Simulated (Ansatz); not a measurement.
**Ag: all-electron results**

```
Ag
1.0
     2.75145    0.00000    0.00000
     0.00000    2.75145    0.00000
     0.00000    0.00000    2.75145
Ag
1
Cartesian
  0.0000 0.0000 0.0000
```

The structure comes from a relaxation in the same program, started in the sc type, and has space group Pm-3m. Whether it is a known phase or the ground state wasn't checked.

Level of theory: DFT, PBE, all-electron LAPW, scalar-relativistic in Ansatz 0.2.0.

The runs use a Γ-centred 12×12×12 k mesh, Fermi–Dirac smearing of 0.05 eV, basis error target 0.25 meV/atom, no spin polarisation.

```
Band gap                                          : none: with an odd electron count and no spin polarisation the bands can't all be full, a metal in this set-up (spin order or a larger cell could open a gap)
Density of states at the Fermi level (0.2 eV bin) : 0.28 states/eV per cell
Volume per atom                                   : 20.83 Å³
Pressure at this cell                             : -0.02 GPa
```
